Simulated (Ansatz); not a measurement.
A relaxation computed with Ansatz, from input to last step.

```yaml
crystal:
  lattice:
    - [3.6175047855, 0.0, 0.0]
    - [0.0, 3.6175047855, 0.0]
    - [0.0, 0.0, 5.5195946013]
  atoms:
    - { symbol: V, position: [0.0, 0.5, 0.7] }
    - { symbol: V, position: [0.5, 0.0, 0.3] }
    - { symbol: Si, position: [0.0, 0.0, 0.0] }
    - { symbol: Si, position: [0.5, 0.5, 0.0] }
    - { symbol: Si, position: [0.0, 0.5, 0.27] }
    - { symbol: Si, position: [0.5, 0.0, 0.73] }
basis:
  ecutwfc: 420
kpoints:
  mp_grid: { grid: [6, 6, 4] }
hamiltonian:
  xc: pbe
scf:
  occupations: { method: gaussian, width: 0.1 }
  lower_state_search: "off"
output:
  forces: true
  stress: true
  eigenvalues: true
relax:
  adjacent_minimum: "off"
  f_tol: 0.04
  max_steps: 70
  cell: { stress_tol: 0.4 }
```

```bash
ansatz run input.yaml --threads 1 --pin off --max-ram 2560MiB --backend cpu --events-out ev --progress --plain --runs-dir out
```

Method: DFT PBE, scalar-relativistic, plane waves, PAW (Ansatz 0.2.0).

Of 18 frames 10 are shown, positions in Å and forces in eV/Å; the SCF threshold varies from step to step. Steps run on the plane waves of an earlier cell, with a Pulay correction in the pressure. The basis is chosen afresh for the last frame, the zero of the energies, and at times for earlier ones too; energy and pressure step there, also at an unchanged geometry. Here that happened at step 13 (-65 meV/atom, 4.6 GPa); the frames before carry an error of that size. The mark taken_back stands on steps that the optimiser undid.

```xyz
6
Lattice="3.6175 0.0000 0.0000 0.0000 3.6175 0.0000 0.0000 0.0000 5.5196" Properties=species:S:1:pos:R:3:forces:R:3 pbc="T T T" step=1 free_energy_over_end_meV_per_atom=610.03 pressure_GPa=26.74
V     0.0000    1.8088    3.8637    0.0000    0.0000   -1.7667
V     1.8088    0.0000    1.6559    0.0000    0.0000    1.7667
Si    0.0000    0.0000    0.0000    0.0000    0.0000    0.0000
Si    1.8088    1.8088    0.0000    0.0000    0.0000    0.0000
Si    0.0000    1.8088    1.4903    0.0000    0.0000    2.1358
Si    1.8088    0.0000    4.0293    0.0000    0.0000   -2.1358
6
Lattice="3.6238 0.0000 0.0000 0.0000 3.6238 0.0000 0.0000 0.0000 6.0595" Properties=species:S:1:pos:R:3:forces:R:3 pbc="T T T" step=3 free_energy_over_end_meV_per_atom=343.10 pressure_GPa=2.47
V     0.0000    1.8119    4.1958    0.0000    0.0000    0.2447
V     1.8119    0.0000    1.8636    0.0000    0.0000   -0.2447
Si    0.0000    0.0000    0.0000    0.0000    0.0000    0.0000
Si    1.8119    1.8119    0.0000    0.0000    0.0000    0.0000
Si    0.0000    1.8119    1.8023    0.0000    0.0000    0.6789
Si    1.8119    0.0000    4.2571    0.0000    0.0000   -0.6789
6
Lattice="3.5073 0.0000 0.0000 0.0000 3.5073 0.0000 0.0000 0.0000 6.5695" Properties=species:S:1:pos:R:3:forces:R:3 pbc="T T T" step=5 free_energy_over_end_meV_per_atom=256.73 pressure_GPa=1.32
V     0.0000    1.7537    4.6773    0.0000    0.0000    0.9461
V     1.7537    0.0000    1.8922    0.0000    0.0000   -0.9461
Si    0.0000    0.0000    0.0000    0.0000    0.0000    0.0000
Si    1.7537    1.7537    0.0000    0.0000    0.0000    0.0000
Si    0.0000    1.7537    2.2006    0.0000    0.0000    0.5087
Si    1.7537    0.0000    4.3689    0.0000    0.0000   -0.5087
6
Lattice="3.3935 0.0000 0.0000 0.0000 3.3935 0.0000 0.0000 0.0000 7.1073" Properties=species:S:1:pos:R:3:forces:R:3 pbc="T T T" step=7 free_energy_over_end_meV_per_atom=109.28 pressure_GPa=1.07
V     0.0000    1.6967    5.3349    0.0000    0.0000   -1.0834
V     1.6967    0.0000    1.7723    0.0000    0.0000    1.0834
Si    0.0000    0.0000    0.0000    0.0000    0.0000    0.0000
Si    1.6967    1.6967    0.0000    0.0000    0.0000    0.0000
Si    0.0000    1.6967    2.7813    0.0000    0.0000    0.2959
Si    1.6967    0.0000    4.3260    0.0000    0.0000   -0.2959
6
Lattice="3.3512 0.0000 0.0000 0.0000 3.3512 0.0000 0.0000 0.0000 7.2932" Properties=species:S:1:pos:R:3:forces:R:3 pbc="T T T" step=9 free_energy_over_end_meV_per_atom=92.11 pressure_GPa=-0.66 taken_back
V     0.0000    1.6756    5.4361    0.0000    0.0000    0.5855
V     1.6756    0.0000    1.8570    0.0000    0.0000   -0.5855
Si    0.0000    0.0000    0.0000    0.0000    0.0000    0.0000
Si    1.6756    1.6756    0.0000    0.0000    0.0000    0.0000
Si    0.0000    1.6756    3.0013    0.0000    0.0000   -0.4990
Si    1.6756    0.0000    4.2919    0.0000    0.0000    0.4990
6
Lattice="3.3292 0.0000 0.0000 0.0000 3.3292 0.0000 0.0000 0.0000 7.3388" Properties=species:S:1:pos:R:3:forces:R:3 pbc="T T T" step=10 free_energy_over_end_meV_per_atom=85.89 pressure_GPa=-0.30
V     0.0000    1.6646    5.4926    0.0000    0.0000   -0.0718
V     1.6646    0.0000    1.8462    0.0000    0.0000    0.0718
Si    0.0000    0.0000    0.0000    0.0000    0.0000    0.0000
Si    1.6646    1.6646    0.0000    0.0000    0.0000    0.0000
Si    0.0000    1.6646    2.9782    0.0000    0.0000    0.0488
Si    1.6646    0.0000    4.3607    0.0000    0.0000   -0.0488
6
Lattice="3.3348 0.0000 0.0000 0.0000 3.3348 0.0000 0.0000 0.0000 7.3124" Properties=species:S:1:pos:R:3:forces:R:3 pbc="T T T" step=12 free_energy_over_end_meV_per_atom=85.59 pressure_GPa=0.01
V     0.0000    1.6674    5.4681    0.0000    0.0000   -0.0003
V     1.6674    0.0000    1.8443    0.0000    0.0000    0.0003
Si    0.0000    0.0000    0.0000    0.0000    0.0000    0.0000
Si    1.6674    1.6674    0.0000    0.0000    0.0000    0.0000
Si    0.0000    1.6674    2.9645    0.0000    0.0000    0.0005
Si    1.6674    0.0000    4.3479    0.0000    0.0000   -0.0005
6
Lattice="3.3087 0.0000 0.0000 0.0000 3.3087 0.0000 0.0000 0.0000 7.5416" Properties=species:S:1:pos:R:3:forces:R:3 pbc="T T T" step=14 free_energy_over_end_meV_per_atom=2.58 pressure_GPa=1.81
V     0.0000    1.6544    5.6622    0.0000    0.0000   -0.2368
V     1.6544    0.0000    1.8795    0.0000    0.0000    0.2368
Si    0.0000    0.0000    0.0000    0.0000    0.0000    0.0000
Si    1.6544    1.6544    0.0000    0.0000    0.0000    0.0000
Si    0.0000    1.6544    3.1244    0.0000    0.0000   -0.2682
Si    1.6544    0.0000    4.4173    0.0000    0.0000    0.2682
6
Lattice="3.3151 0.0000 0.0000 0.0000 3.3151 0.0000 0.0000 0.0000 7.5837" Properties=species:S:1:pos:R:3:forces:R:3 pbc="T T T" step=16 free_energy_over_end_meV_per_atom=0.21 pressure_GPa=0.01
V     0.0000    1.6575    5.6832    0.0000    0.0000    0.0236
V     1.6575    0.0000    1.9005    0.0000    0.0000   -0.0236
Si    0.0000    0.0000    0.0000    0.0000    0.0000    0.0000
Si    1.6575    1.6575    0.0000    0.0000    0.0000    0.0000
Si    0.0000    1.6575    3.1130    0.0000    0.0000    0.0430
Si    1.6575    0.0000    4.4706    0.0000    0.0000   -0.0430
6
Lattice="3.3134 0.0000 0.0000 0.0000 3.3134 0.0000 0.0000 0.0000 7.5923" Properties=species:S:1:pos:R:3:forces:R:3 pbc="T T T" step=18 free_energy_over_end_meV_per_atom=0.00 pressure_GPa=-0.01
V     0.0000    1.6567    5.6912    0.0000    0.0000   -0.0043
V     1.6567    0.0000    1.9012    0.0000    0.0000    0.0043
Si    0.0000    0.0000    0.0000    0.0000    0.0000    0.0000
Si    1.6567    1.6567    0.0000    0.0000    0.0000    0.0000
Si    0.0000    1.6567    3.1220    0.0000    0.0000    0.0005
Si    1.6567    0.0000    4.4704    0.0000    0.0000   -0.0005
```

The start puts this composition into another compound's structure type, which needn't suit it. At the end the space group is P4/nmm (tolerance 0.05 Å).

The run took 62 s on 1 thread of Arm Neoverse V2, on a shared host, peak memory 0.37 GiB.

The k mesh is coarse.